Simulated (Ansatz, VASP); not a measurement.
One calculation of Tl, two programs

```
CELL_PARAMETERS angstrom
-1.92069 1.92069 1.92069
1.92069 -1.92069 1.92069
1.92069 1.92069 -1.92069
ATOMIC_POSITIONS crystal
Tl 0.00000 0.00000 0.00000
```

Change from the starting cell: volume scaled by 0.9, LAPW.

Alike in both runs: task single point; functional PBE; k mesh 15 × 15 × 15; occupations fermi-dirac, width 0.08 eV; no spin polarisation.

```csv
,VASP,Ansatz
version,VASP 6.6.1,Ansatz 0.2.0
potentials or method,"VASP PAW PBE potentials, release 64 (Tl_d), cutoff 520 eV","all-electron LAPW, scalar-relativistic"
```

```csv
,VASP,Ansatz,Ansatz less VASP
pressure (GPa),3.6,3.6,+0.07
```

Ansatz ran all-electron here, so the differences hold the error of VASP's frozen core and of both bases.

The runs have no spin-orbit coupling, so splittings on Tl are missing.
